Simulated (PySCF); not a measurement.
Rigid-rotor lines calculated for a species of formula C3H4N2 (commonest isotopes; PySCF, PBE0-D3(BJ)/def2-SVP geometry optimisation, gas phase), labelled J(Ka,Kc):

```tsv
transition	MHz
1(0,1) ← 0(0,0)	14294.6
1(1,1) ← 0(0,0)	14503.3
2(0,2) ← 1(0,1)	24095.1
2(1,1) ← 1(1,0)	33285.4
2(1,2) ← 1(1,1)	23893.2
```

(1) Find the rotational constants.

(2) What moments of inertia, asymmetry and inertial defect follow?

(3) Which dipole components do these lines need?

(4) Predict further lines from these constants: 3(1,2) ← 2(1,1); 4(3,2) ← 4(2,3); 2(2,0) ← 2(1,1); 3(2,2) ← 2(2,1); 3(3,1) ← 2(2,0); 4(2,2) ← 3(3,1); 4(0,4) ← 3(1,3); 4(3,1) ← 3(3,0).

(5) Which structure gave them?

## Answers

(1) 1(0,1) ← 0(0,0) is B + C, 2(1,1) ← 1(1,0) is 3B + C and 2(1,2) ← 1(1,1) is B + 3C, so B − C is half the difference of the last two, 4696.1 MHz. 1(1,1) ← 0(0,0) is A + C. A = 9704.0, B = 9495.4, C = 4799.3 MHz.

(2) I = 505379 MHz·u·Å² over each constant: Ia = 52.08, Ib = 53.22, Ic = 105.30 u·Å²; κ = (2B − A − C)/(A − C) = 0.915 (near-oblate asymmetric top); Δ = Ic − Ia − Ib = 0.00 u·Å².

(3) μa and μb (a-type: ΔKa even, ΔKc odd; b-type: both odd). The calculation gives |μa| = 1.33 D, |μb| = 1.88 D, |μc| = 0.00 D.

(4) 
```csv
transition,MHz,type,branch
"2(2,0) ← 2(1,1)",5120,b,Q
"4(3,2) ← 4(2,3)",24025,b,Q
"3(2,2) ← 2(2,1)",42884,a,R
"4(0,4) ← 3(1,3)",43194,b,R
"3(1,2) ← 2(1,1)",43476,a,R
"3(3,1) ← 2(2,0)",53421,b,R
"4(2,2) ← 3(3,1)",61670,b,R
"4(3,1) ← 3(3,0)",70938,a,R
```

(5) `c1cn[nH]c1`, point group Cs. Three constants can't fix a structure by themselves; this is the one that was computed:
```
atom  x, y, z in Å
C1     0.249    0.471   -0.868
C2     1.202    0.191    0.137
N3     0.653   -0.426    1.174
N4    -0.630   -0.546    0.853
C5    -0.935   -0.028   -0.359
H6     0.400    0.967   -1.823
H7     2.268    0.419    0.143
H8    -1.261   -0.999    1.501
H9    -1.946   -0.050   -0.759
```

PBE0-D3(BJ)/def2-SVP frequencies: not computed here. No vibrational averaging or centrifugal distortion is included, and the geometry carries the error of its method. Quadrupole hyperfine structure (14N) is left out.

Time: 18 s of wall time. Hardware: an x86-64 server with one thread, shared host. These figures are those of the optimisation.
